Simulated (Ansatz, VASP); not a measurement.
## Mg3GeN in VASP and in Ansatz

The input INCAR:

```
ALGO     = Normal         # electronic algorithm
EDIFF    = 1E-7           # SCF threshold, eV
ENCUT    = 520            # plane-wave cutoff, eV
GGA      = PE             # functional
ISIF     = 2              # what is computed and relaxed
ISMEAR   = 0              # smearing method
LASPH    = True           # aspherical terms in the spheres
LCHARG   = False          # write CHGCAR
LREAL    = False          # projectors in reciprocal space
LWAVE    = False          # write WAVECAR
NBANDS   = 20             # bands
NELM     = 60             # most SCF steps
PREC     = Accurate       # precision mode
SIGMA    = 0.1            # smearing width, eV
```

KPOINTS

```
k-points
0
Gamma
  4 4 4
```

File POSCAR:

```
Mg3GeN
1.0
    4.3051283600      0.0000000000      0.0000000000
    0.0000000000      4.3051283600      0.0000000000
    0.0000000000      0.0000000000      5.2805338600
Mg Ge N
3 1 1
Direct
    0.0000000000      0.5000000000      0.5000000000
    0.5000000000      0.0000000000      0.5000000000
    0.0000000000      0.0000000000      0.0000000000
    0.0000000000      0.0000000000      0.5000000000
    0.5000000000      0.5000000000      0.5000000000
```

Input for Ansatz:

```yaml
crystal:
  lattice:
    - [4.30512836, 0.0, 0.0]
    - [0.0, 4.30512836, 0.0]
    - [0.0, 0.0, 5.28053386]
  atoms:
    - { symbol: Mg, position: [0.0, 0.5, 0.5] }
    - { symbol: Mg, position: [0.5, 0.0, 0.5] }
    - { symbol: Mg, position: [0.0, 0.0, 0.0] }
    - { symbol: Ge, position: [0.0, 0.0, 0.5] }
    - { symbol: "N", position: [0.5, 0.5, 0.5] }
basis:
  ecutwfc: 420
kpoints:
  mp_grid: { grid: [4, 4, 4] }
hamiltonian:
  xc: pbe
scf:
  occupations: { method: gaussian, width: 0.1 }
  lower_state_search: "off"
output:
  forces: true
  stress: true
  eigenvalues: true
```

Alike in both runs: task single point; functional PBE; k mesh 4 × 4 × 4; occupations gaussian, width 0.1 eV; no spin polarisation.

|  | VASP | Ansatz |
| --- | --- | --- |
| version | VASP 6.6.1 | Ansatz 0.2.0 |
| potentials or method | VASP PAW PBE potentials, release 64 (Mg, Ge_d, N) | scalar-relativistic, plane waves, PAW |
| plane-wave cutoff (eV) | 520 | 420 |
| valence electrons in the cell | 25 | 49 |

Ansatz gave:

| Quantity | Value |
| --- | --- |
| gap on the k mesh at the Fermi level (eV) | none |
| pressure (GPa) | 21.5 |
| largest component of the traceless stress (GPa) | 21.59 |

Question: Estimate VASP's values.

Answer: gap on the k mesh at the Fermi level (eV): none; pressure (GPa): 21.6; largest component of the traceless stress (GPa): 21.80.

A gap of «none» marks a metal or a gap that the smearing closes. The functional is the same, so the differences come from potentials, cutoffs and numerics. The two sets of potentials don't hold the same shells in valence.

Caveats: the k mesh is coarse (spacing up to 0.36 Å⁻¹), so the values aren't converged; so large a pressure means that the cell lies far from this level's equilibrium, or that cutoff or potentials fall short (VASP).
